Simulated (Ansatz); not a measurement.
**Pb: frozen-core PAW against all-electron methods**

```
Pb
1.0
     3.40956    0.00000    0.00000
    -1.70478    2.95277    0.00000
     0.00000    0.00000    5.47686
Pb
2
Cartesian
  0.0000 1.9685 1.3692
  1.7048 0.9843 4.1076
```

Atom numbers follow the list: Pb1, Pb2.

The cell is COD entry 1537623, as deposited and not checked against the literature; nothing was relaxed. The listed cell was then made from it by scaling, straining or moving an atom.

Spin–orbit coupling is left out, though it moves levels of the heavy atoms by tenths of an eV or more.

All numbers are computed: DFT, PBE, PAW with Ansatz's default frozen-core files, scalar-relativistic (Ansatz 0.2.0); DFT, PBE, all-electron PAW with datasets made for the crystal, scalar-relativistic (Ansatz 0.2.0); DFT, PBE, all-electron LAPW, scalar-relativistic (Ansatz 0.2.0).

For PAW: a Γ-centred 14×14×8 k mesh, Fermi–Dirac smearing of 0.08 eV, cutoff 420 eV, no spin polarisation. The crystal-made all-electron datasets (AE datasets) take a cutoff of 260 eV at this cell. LAPW targets a basis error of 0.5 meV/atom. The Ansatz runs share mesh, smearing and spin set-up. Plane-wave (PAW) pressures include the program's estimate of the Pulay term.

Stress and pressure are positive in compression.

The change that made this cell: volume scaled by 0.9405.

No spin–orbit coupling: at heavy atoms the gradients can be off by tens of per cent for that reason.

In a metal, gradients converge slowly with the k mesh: the values move by tens of per cent from one mesh to another, at times in sign, so only the comparison on one mesh counts.

| quantity | PAW | AE datasets | LAPW |
| --- | --- | --- | --- |
| pressure (GPa) | 8.13 | 8.14 | 8.13 |
| stress xx (GPa) | 7.27 | 7.28 | 7.28 |
| stress zz (GPa) | 9.83 | 9.84 | 9.84 |
| field gradient Vzz at Pb1 (10²¹ V/m²) | -6.22 | -6.26 | – |
